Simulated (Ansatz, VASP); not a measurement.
**Cross-check of Ta (Ta wire along [111], 31 atoms a period) between VASP and Ansatz**

Aim: how closely do two programs agree when they are given the same cell, functional and k mesh? The structure shown is the end of the Ansatz relaxation below.

Main program and level: Ansatz 0.2.0; plane waves, with VASP 6.6.1 beside it; single point at PBE.

## Step 1: The structure

The cell holds 31 atoms: 31 Ta. Cell: a = 20.886 Å, b = 20.354 Å, c = 2.823 Å, α = 90.0°, β = 90.0°, γ = 90.0°. Vacuum lies along a and b. The structure's axis is c.

## Step 2: Ansatz: relaxation, PBE

Ansatz runs on its PAW soft_1 files.

This run makes the geometry at which the two programs are then compared.

input.yaml reads:

```yaml
crystal:
  lattice:
    - [20.886, 0.0, 0.0]
    - [0.0, 20.354, 0.0]
    - [0.0, 0.0, 2.8752043406]
  atoms:
    - { symbol: Ta, position: [0.275188859, 0.499996149, 0.0] }
    - { symbol: Ta, position: [0.387589248, 0.699767839, 0.0] }
    - { symbol: Ta, position: [0.499989636, 0.499996149, 0.0] }
    - { symbol: Ta, position: [0.612390025, 0.699767839, 0.0] }
    - { symbol: Ta, position: [0.162788471, 0.433405586, 0.333333333] }
    - { symbol: Ta, position: [0.275188859, 0.233633896, 0.333333333] }
    - { symbol: Ta, position: [0.275188859, 0.633177276, 0.333333333] }
    - { symbol: Ta, position: [0.387589248, 0.433405586, 0.333333333] }
    - { symbol: Ta, position: [0.387589248, 0.832948965, 0.333333333] }
    - { symbol: Ta, position: [0.499989636, 0.233633896, 0.333333333] }
    - { symbol: Ta, position: [0.499989636, 0.633177276, 0.333333333] }
    - { symbol: Ta, position: [0.612390025, 0.433405586, 0.333333333] }
    - { symbol: Ta, position: [0.612390025, 0.832948965, 0.333333333] }
    - { symbol: Ta, position: [0.724790413, 0.233633896, 0.333333333] }
    - { symbol: Ta, position: [0.724790413, 0.633177276, 0.333333333] }
    - { symbol: Ta, position: [0.837190802, 0.433405586, 0.333333333] }
    - { symbol: Ta, position: [0.162788471, 0.566586712, 0.666666667] }
    - { symbol: Ta, position: [0.275188859, 0.366815023, 0.666666667] }
    - { symbol: Ta, position: [0.275188859, 0.766358402, 0.666666667] }
    - { symbol: Ta, position: [0.387589248, 0.167043333, 0.666666667] }
    - { symbol: Ta, position: [0.387589248, 0.566586712, 0.666666667] }
    - { symbol: Ta, position: [0.499989636, 0.366815023, 0.666666667] }
    - { symbol: Ta, position: [0.499989636, 0.766358402, 0.666666667] }
    - { symbol: Ta, position: [0.612390025, 0.167043333, 0.666666667] }
    - { symbol: Ta, position: [0.612390025, 0.566586712, 0.666666667] }
    - { symbol: Ta, position: [0.724790413, 0.366815023, 0.666666667] }
    - { symbol: Ta, position: [0.724790413, 0.766358402, 0.666666667] }
    - { symbol: Ta, position: [0.837190802, 0.566586712, 0.666666667] }
    - { symbol: Ta, position: [0.387589248, 0.30022446, 0.0] }
    - { symbol: Ta, position: [0.612390025, 0.30022446, 0.0] }
    - { symbol: Ta, position: [0.724790413, 0.499996149, 0.0] }
kpoints:
  mp_grid: { grid: [1, 1, 28] }
scf:
  occupations: { method: fermi_dirac, width: 0.05 }
hamiltonian:
  xc: pbe
  pseudopotentials: { kind: paw, azcp: { folder: soft_1 } }
relax:
  cell: { fix: [a, b, alpha, beta, gamma] }
  max_steps: 45
  f_tol: 0.03
```

On the command line:

```console
ansatz run input.yaml --threads 16 --pin off --max-ram 61440MiB --backend cuda --events-out ev --progress --plain --runs-dir out --max-vram 78GiB
```

Numbers of over 12 decimals in the logs are rounded to 6 here.

Log:

```text
Engine: ansatz 0.2.0, aarch64-unknown-linux-gnu
Pseudopotentials: kind: paw
Pseudopotential: Ta, paw, valence charge 13, recommended cutoff 420 eV (normal), soft_1/Ta.paw.azcp
Functional definition: PBE
  parameter kappa = 0.804
  parameter beta = 0.066725
  exchange = pbe_x(kappa = kappa, mu = beta*pi^2/3)
  correlation = pbe_c(beta = beta)
[...]
Crystal: 31 atoms, lattice volume = 1222.289 Å³
Basis set: ecut = 420 eV, 23845 PW (Γ), exchange–correlation on 288×288×40 points (8 copies of the dense FFT grid, shifted against one another)
Bands: 242, of which v1, the nominal top of the filled ones, is band 202 counted from 1 (201 counted from 0)
Symmetry: 4 space group operations
Space group: P2/m (ITA 10), of the structure as read, at distance tolerance 1.1e-4 Å
k-points: 15 of 28
Non-local potential: Ta, projectors of the file, l = 0: 3, l = 1: 2, l = 2: 2, l = 3: 1
PAW form: soft (Blöchl's): semilocal exchange-correlation on the pseudo side does not see the compensation charge
PAW one-centre angular grid: Ta, 590 points (default); XC on 64 Gauss nodes
Initial density: superposition of atomic densities (neutral atoms: chi_scale 0, normalization atom)
Initial wavefunctions: pseudopotential atomic-orbital guess
[...]
Functional: x = pbe(κ = 0.804, μ = 0.219515), c = pbe(β = 0.066725)
SCF iter   1: F=—  HF=-307934.730923 eV  |F-HF|=—  |Δ(HF+E_count)|=         —  Δρ=4.83e-2  dr2=5.76e2  ethr=3.10e-3  ⟨swp⟩=10.4  Hψ=17750  notcnv=0  defer=49
preconditioner: auto → LDOS  [metal: Δε(μ)=0.017 eV  Ē_g=4.159 eV  σ=0.050 eV  W_gap=0.09  n_scr=198 (ndim 8)  ℏωp=13.2 eV  f_vac=0.406  D(μ)=26.86/eV (n_scr^D=136)  β→1.0]
SCF iter   2: F=—  HF=-307949.481112 eV  |F-HF|=—  |Δ(HF+E_count)|=    1.48e1  Δρ=6.98e-2  dr2=1.97e3  ethr=3.10e-3  ⟨swp⟩=12.3  Hψ=17855  notcnv=0  defer=272  recentre
[...]
SCF iter  12: F=-307903.770267 eV  HF=-307903.770267 eV  |F-HF|=6.37e-8  |Δ(HF+E_count)|=   4.94e-8  Δρ=1.05e-6  dr2=9.88e-8  ethr=2.48e-11  ⟨swp⟩=4.2  Hψ=14578  notcnv=0
SCF 1 converged in 12 iterations: F = -307903.770267 eV  dr2 = 9.88e-8
  greatest PAW one-centre occupation: 0.999 electrons in one spin orbital (limit 2), on the Ta atom at site 24 (counted from 0), in its partial waves of l = 0
relax step   1: F+E_penalty+E_count = -307903.77026709 eV  Δ(F+E_penalty+E_count) = +0.000e0 eV  max|allowed force component| = 1.512e0 eV/Å  Δτ_max = 0.0000 Å  P = -4.720 GPa  Ω = 1222.289 Å³  fix = [a, b, alpha, beta, gamma]  reactions: a -4.423, b -4.429 GPa; alpha +0.002 GPa/rad  (12 SCF iters, dr2 threshold 1.00e-7 eV, accepted)
[...]
Crystal: 31 atoms, lattice volume = 1173.414 Å³
Basis set: ecut = 420 eV, 23021 PW (Γ), exchange–correlation on 288×288×40 points (8 copies of the dense FFT grid, shifted against one another)
[...]
SCF iter   1: F=—  HF=-307906.862080 eV  |F-HF|=—  |Δ(HF+E_count)|=         —  Δρ=1.65e-2  dr2=1.34e1  ethr=3.10e-3  ⟨swp⟩=7.8  Hψ=15279  notcnv=0  defer=91
preconditioner: auto → LDOS  [metal: Δε(μ)=0.023 eV  Ē_g=3.706 eV  σ=0.050 eV  W_gap=0.12  n_scr=178 (ndim 8)  ℏωp=13.5 eV  f_vac=0.440  D(μ)=39.59/eV (n_scr^D=270)  β→1.0]
SCF iter   2: F=—  HF=-307906.380610 eV  |F-HF|=—  |Δ(HF+E_count)|=   4.81e-1  Δρ=1.15e-2  dr2=8.49e0  ethr=3.10e-3  ⟨swp⟩=3.0  Hψ=5983  notcnv=0  defer=203
[...]
SCF iter   8: F=-307905.330313 eV  HF=-307905.330314 eV  |F-HF|=6.45e-7  |Δ(HF+E_count)|=   3.17e-6  Δρ=8.50e-6  dr2=2.36e-6  ethr=7.69e-10  ⟨swp⟩=5.0  Hψ=13563  notcnv=0
SCF 2 converged in 8 iterations: F = -307905.330313 eV  dr2 = 2.36e-6
relax step   2: F+E_penalty+E_count = -307905.33031338 eV  Δ(F+E_penalty+E_count) = -1.560e0 eV  max|allowed force component| = 1.583e0 eV/Å  Δτ_max = 0.1938 Å  P = +2.635 GPa  Ω = 1173.414 Å³  energy of the carried Pulay correction = +4.888e-3 eV  fix = [a, b, alpha, beta, gamma]  reactions: a +2.155, b +2.135 GPa; alpha +0.006 GPa/rad  (8 SCF iters, dr2 threshold 3.10e-6 eV, accepted)
[...]
Crystal: 31 atoms, lattice volume = 1196.408 Å³
[...]
SCF iter   1: F=—  HF=-307906.812666 eV  |F-HF|=—  |Δ(HF+E_count)|=         —  Δρ=1.23e-2  dr2=1.67e1  ethr=3.10e-3  ⟨swp⟩=7.3  Hψ=13808  notcnv=0  defer=67
[...]
SCF 3 converged in 8 iterations: F = -307905.992514 eV  dr2 = 1.70e-6
[...]
SCF 4 converged in 7 iterations: F = -307906.225409 eV  dr2 = 1.65e-6
[...]
SCF 5 converged in 7 iterations: F = -307906.225409 eV  dr2 = 1.65e-7
[...]
SCF 6 converged in 7 iterations: F = -307906.232125 eV  dr2 = 1.60e-8
[...]
SCF 7 converged in 7 iterations: F = -307906.230024 eV  dr2 = 3.19e-11
[...]
SCF converged after 7 iterations
[...]
--- Relaxed structure (6 steps of the walk, 6 accepted, 1 SCFs on fresh bases) ---
  F+E_penalty+E_count = -307906.23002396 eV   max|allowed force component| = 6.375e-3 eV/Å   (the final SCF, on the basis selected at the relaxed cell)
  cell:  # Å, volume = 1200.1840 Å³
    - [20.886, 0.0, 0.0]
    - [0.0, 20.354, 0]
    - [0.0, 0, 2.823208]
  atoms:
    - { symbol: Ta, position: [0.277608, 0.5, -5.458638393695248e-19] }
    - { symbol: Ta, position: [0.388789, 0.697589, -0.00046808] }
    - { symbol: Ta, position: [0.499990, 0.5, -5.458638393695248e-19] }
    - { symbol: Ta, position: [0.611191, 0.697589, -0.00046808] }
    - { symbol: Ta, position: [0.169483, 0.439316, 0.287805] }
    - { symbol: Ta, position: [0.283530, 0.236599, 0.288691] }
    - { symbol: Ta, position: [0.272930, 0.634455, 0.312766] }
    - { symbol: Ta, position: [0.387999, 0.433671, 0.323858] }
    - { symbol: Ta, position: [0.385946, 0.824014, 0.286490] }
    - { symbol: Ta, position: [0.499990, 0.231043, 0.313931] }
    - { symbol: Ta, position: [0.499990, 0.632688, 0.323338] }
    - { symbol: Ta, position: [0.611981, 0.433671, 0.323858] }
    - { symbol: Ta, position: [0.614034, 0.824014, 0.286490] }
    - { symbol: Ta, position: [0.716449, 0.236599, 0.288691] }
    - { symbol: Ta, position: [0.727049, 0.634455, 0.312766] }
    - { symbol: Ta, position: [0.830496, 0.439316, 0.287805] }
    - { symbol: Ta, position: [0.169483, 0.560684, 0.712195] }
    - { symbol: Ta, position: [0.272930, 0.365545, 0.687234] }
    - { symbol: Ta, position: [0.283530, 0.763401, 0.711309] }
    - { symbol: Ta, position: [0.385946, 0.175986, 0.713510] }
    - { symbol: Ta, position: [0.387999, 0.566329, 0.676142] }
    - { symbol: Ta, position: [0.499990, 0.367312, 0.676662] }
    - { symbol: Ta, position: [0.499990, 0.768957, 0.686069] }
    - { symbol: Ta, position: [0.614034, 0.175986, 0.713510] }
    - { symbol: Ta, position: [0.611981, 0.566329, 0.676142] }
    - { symbol: Ta, position: [0.727049, 0.365545, 0.687234] }
    - { symbol: Ta, position: [0.716449, 0.763401, 0.711309] }
    - { symbol: Ta, position: [0.830496, 0.560684, 0.712195] }
    - { symbol: Ta, position: [0.388789, 0.302411, 0.00046808] }
    - { symbol: Ta, position: [0.611191, 0.302411, 0.00046808] }
    - { symbol: Ta, position: [0.722371, 0.5, -5.458638393695248e-19] }
```

## Step 3: VASP: single point, PBE

The same cell, functional, mesh and smearing now go to VASP, with its own data sets.

Lines of VASP's logs that name or quote its potential files are left out, and so is its time.

INCAR reads:

```
SYSTEM = Ta
PREC = Accurate
ENCUT = 500
EDIFF = 1E-06
NELM = 120
ISMEAR = -1
SIGMA = 0.05
LREAL = Auto
ALGO = Normal
GGA = PE
NBANDS = 200
LASPH = .TRUE.
LORBIT = 11
LWAVE = .FALSE.
LCHARG = .FALSE.
ISIF = 2
GGA_COMPAT = .FALSE.
KPAR = 4
```

POSCAR reads:

```
Ta
1.0
   20.8860000000      0.0000000000      0.0000000000
    0.0000000000     20.3540000000      0.0000000000
    0.0000000000      0.0000000000      2.8232075078
Ta
31
Direct
    0.2776082500      0.5000000000      0.0000000000
    0.3887885496      0.6975891327      0.9995319195
    0.4999896363      0.5000000000      0.0000000000
    0.6111907229      0.6975891327      0.9995319195
    0.1694830622      0.4393163988      0.2878053898
    0.2835300153      0.2365993287      0.2886907826
    0.2729303378      0.6344549122      0.3127656704
    0.3879987545      0.4336709228      0.3238581444
    0.3859456655      0.8240137881      0.2864899167
    0.4999896363      0.2310428741      0.3139309761
    0.4999896363      0.6326879771      0.3233379771
    0.6119805180      0.4336709228      0.3238581444
    0.6140336070      0.8240137881      0.2864899167
    0.7164492572      0.2365993287      0.2886907826
    0.7270489347      0.6344549122      0.3127656704
    0.8304962104      0.4393163988      0.2878053898
    0.1694830622      0.5606836012      0.7121946102
    0.2729303378      0.3655450878      0.6872343296
    0.2835300153      0.7634006713      0.7113092174
    0.3859456655      0.1759862119      0.7135100833
    0.3879987545      0.5663290772      0.6761418556
    0.4999896363      0.3673120229      0.6766620229
    0.4999896363      0.7689571259      0.6860690239
    0.6140336070      0.1759862119      0.7135100833
    0.6119805180      0.5663290772      0.6761418556
    0.7270489347      0.3655450878      0.6872343296
    0.7164492572      0.7634006713      0.7113092174
    0.8304962104      0.5606836012      0.7121946102
    0.3887885496      0.3024108673      0.0004680805
    0.6111907229      0.3024108673      0.0004680805
    0.7223710225      0.5000000000      0.0000000000
```

KPOINTS reads:

```
Automatic mesh
0
Gamma
1 1 28
0 0 0
```

The projector-augmented-wave data sets are Ta_pv (PBE family, release 64).

On the command line:

```console
mpirun -np 4 vasp_std
```

Log:

```text
[banner, memory and clock lines left out]
running    4 mpi-ranks, on    1 nodes
[...]
LDA part: xc-table for (Slater+PW92), standard interpolation
 POSCAR, INCAR and KPOINTS ok, starting setup
[...]
entering main loop
       N       E                     dE             d eps       ncg     rms          rms(c)
DAV:   1     0.325439814135E+04    0.32544E+04   -0.18832E+05  7560   0.152E+03
DAV:   2    -0.191559181075E+03   -0.34460E+04   -0.33709E+04  6808   0.430E+02
DAV:   3    -0.368077776285E+03   -0.17652E+03   -0.16809E+03  7792   0.785E+01
DAV:   4    -0.377719840431E+03   -0.96421E+01   -0.93055E+01  7840   0.152E+01
[...]
DAV:  32    -0.342298962002E+03   -0.59731E-05   -0.41600E-07  3752   0.835E-04    0.631E-04
DAV:  33    -0.342298963474E+03   -0.14715E-05   -0.11362E-07  3624   0.483E-04    0.287E-04
DAV:  34    -0.342298964179E+03   -0.70484E-06   -0.10131E-07  3536   0.333E-04
   1 F= -.34229896E+03 E0= -.34211798E+03  d E =-.361972E+00
```

Parts of OUTCAR (step 3):

```text
  Total        0.0488122      0.0499656      0.4694543      0.0000000      0.0086839      0.0000000
  in kB        0.0651616      0.0667012      0.6266948      0.0000000      0.0115925      0.0000000
  external PRESSURE =       0.2528525 kB  Pullay stress =       0.0000000 kB

 POSITION                                       TOTAL-FORCE (eV/Angst)
 -----------------------------------------------------------------------------------
      5.79813     10.17700      0.00000        -0.006375     -0.000000      0.000000
      8.12024     14.19873      2.82189        -0.003407      0.005738     -0.003570
     10.44278     10.17700      0.00000         0.000000     -0.000000      0.000000
     12.76533     14.19873      2.82189         0.003407      0.005738     -0.003570
      3.53982      8.94185      0.81253        -0.007222     -0.010559      0.000933
      5.92181      4.81574      0.81503        -0.011225      0.003082     -0.000264
      5.70042     12.91370      0.88300        -0.006982      0.007243      0.006610
      8.10374      8.82694      0.91432         0.002420      0.001277      0.005714
      8.06086     16.77198      0.80882         0.005436      0.010883      0.002299
     10.44278      4.70265      0.88629         0.000000     -0.007080      0.006414
     10.44278     12.87773      0.91285         0.000000     -0.002057      0.007266
     12.78183      8.82694      0.91432        -0.002420      0.001277      0.005714
     12.82471     16.77198      0.80882        -0.005436      0.010883      0.002299
     14.96376      4.81574      0.81503         0.011225      0.003082     -0.000264
[...]
-----------------------------------------------------------------------------------
    total drift:                               -0.000003      0.000000     -0.000000

  FREE ENERGIE OF THE ION-ELECTRON SYSTEM (eV)
  ---------------------------------------------------
  free  energy   TOTEN  =      -342.2989641787 eV

  energy  without entropy=     -341.9369924645  energy(sigma->0) =     -342.11797832

[... 3 further parts left out ...]
[key lines of the parts left out:]
E-fermi :   0.7031
```

## Step 4: Differences

Known differences besides the potentials themselves: the data sets hold 403 valence electrons in Ansatz (on its PAW soft_1 files) and 341 in VASP; the cutoff is 420 eV in Ansatz and 500 eV in VASP (PREC = Accurate, projectors in real space); Ansatz's pressure holds a Pulay correction, VASP's none. Total energies have different zeros and are not compared.

Both answers:

| quantity | Ansatz | VASP | difference |
| --- | --- | --- | --- |
| pressure (GPa) | 0.00 | 0.03 | -0.03 |

At this near-relaxed geometry the largest component of a force difference is 8 meV/Å.

## Step 5: Outcome

```
difference in pressure (single point, PBE) : -0.030 GPa
```

The difference in pressure is -0.030 GPa (single point, PBE), within the 1 GPa picked in this series as the mark of a large difference. The data sets hold unlike numbers of valence electrons (403 in Ansatz and 341 in VASP), so part of the differences comes from the potentials. Such differences can come from data sets, numerical settings and the points named under the comparisons, not from the functional's error against experiment.

[Lines on the potential files, build, host, timing and source positions are cut from VASP's logs without a mark.]

[Logs are printed without paths, hosts, clocks, repeated set-up lines and the standing remarks that a program may print on its own settings, such as how far it seeks lower states.]

[Hosts, paths, dates, database ids (printed as entryN), source tags and the programs' standing remarks are cut or masked in the printed files.]
